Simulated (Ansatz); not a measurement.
Runs of Ansatz 0.2.0 on AlPt. Symmetry: Pm-3m, No. 221, cubic system. Conventional cell: a = 3.092 Å, b = 3.092 Å, c = 3.092 Å, α = 90.00°, β = 90.00°, γ = 90.00°. Pt (site symmetry m-3m) is surrounded by 8 Al at 2.68 Å. Around Al (site symmetry m-3m) lie 8 Pt at 2.68 Å. Measurements of this composition are mostly on another form, of space group No. 198.

| potentials or basis | cutoff (eV) | basis error allowed | pressure (GPa) |
| --- | --- | --- | --- |
| all-electron LAPW, inner shells corrected to Dirac's equation | 229 | 0.001 eV/atom | -5.6 |
| all-electron LAPW, non-relativistic | 229 | 0.001 eV/atom | (a) |
| all-electron PAW datasets made for the crystal | 260 | - | -5.7 |
| all-electron LAPW, scalar-relativistic | 229 | 0.001 eV/atom | -5.7 |

Alike in all rows: task band structure; level PBEsol; no spin polarisation; cell as given; k mesh 9 × 9 × 9; smearing fermi-dirac 0.05 eV.

**Question.** Estimate the missing entries.

**Answer.** (a) 10.9.

Caveats: relativity is left out, which matters for the heavier elements (some runs).

The runs don't all hold the same shells in valence.
